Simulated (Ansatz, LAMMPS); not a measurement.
# Static equation of state of amorphous Al2O3 at 2.75 g/cm^3 (90 atoms)

Density of this cell: 2.84 g/cm³. The cell holds 90 atoms: 36 Al and 54 O. Its edges and angles: a = 10.177 Å, b = 10.213 Å, c = 10.331 Å, α = 88.3°, β = 89.1°, γ = 89.7°. The starting structure: 90 atoms (36 Al, 54 O) placed at random at 2.75 g/cm³, melted at 5000 K for 10 ps at fixed volume with the Morse and Coulomb pair potential with partial charges (Pedone, Malavasi, Menziani, Cormack and Segre, J. Phys. Chem. B 110, 11780 (2006)). Quenched from 5000 K to 300 K at 50 K/ps and fixed volume, held 5 ps, then minimised at fixed cell.

Calculated with Ansatz 0.2.0: Kohn-Sham DFT, PBE, PAW (set soft_2), plane waves; cutoff 420 eV, Γ point, fixed occupations. Cell and atoms were relaxed first, to V0 = 11.923 Å³ an atom at a residual P0 = -0.002 GPa. The cell was then scaled evenly, and the atoms were relaxed at each volume.

| volume (Å³/atom) | pressure (GPa) |
| --- | --- |
| 10.731 | 11.51 |
| 11.208 | ? |
| 11.565 | 3.502 |
| 12.281 | -2.901 |
| 12.638 | -5.681 |

Task: Fit the third-order Birch–Murnaghan equation to the rows given and interpolate to the withheld row.

Worked fit:

Take the Eulerian strain f = ½[(V0/V)^(2/3) − 1] and the normalised pressure F = (P − P0) / [3f(1 + 2f)^(5/2)]. The third-order Birch–Murnaghan equation is then the line F = B0 + (3/2)B0(B′ − 4) f, so u = f and v = F.

| u = f | v = F (GPa) |
| --- | --- |
| 0.0363826 | 88.4460 |
| 0.0102567 | 108.228 |
| -0.00975679 | 104.057 |
| -0.0190505 | 109.515 |

With n = 4: mean u = 0.00445800, mean v = 102.562, Σ(u − ū)² = 0.0018075, Σ(u − ū)(v − v̄) = -0.60250. Slope b = -0.60250 / 0.0018075 = -333.33; intercept a = v̄ − b ū = 104.05.

So B0 = a = 104 GPa and B′ = 4 + 2b/(3a) = 1.86. At the withheld volume f = 0.02106, F = a + b f = 97.03 GPa, and P = P0 + 3f(1 + 2f)^(5/2) F.

Prediction at 11.208: 6.794 GPa. The run gave 6.865 GPa, so the fit is low by 0.071 GPa (1.0 % of the value).

The series isn't one smooth equation of state: even a line fitted to all rows, the withheld one included, misses F by up to 6.8 %, the count of bonds changes along the series and an atom moves over 0.5 Å in some relaxation. B0 and B′ are then only the numbers of this fit, not moduli of the material. Among the rows given, the largest miss of the fit is at 10.731, by 0.45 GPa (2.6 % of the range of the table).

Limits: Static cells at zero temperature; the cell shape is held. The program notes that the SCF threshold of these relaxations is loose for the stress. The quench rate of 50 K/ps is many orders above laboratory rates, so the cell is likely richer in defects and strain than a real sample. The network of bonds at the start is that of the classical potential that made the cell, and needn't be the one that DFT or experiment would give. Only the Γ point is sampled, in a cell whose shortest periodic width is 10 Å.

[Hosts, paths, dates, database ids (printed as entryN), source tags and the programs' standing remarks are cut or masked in the printed files.]
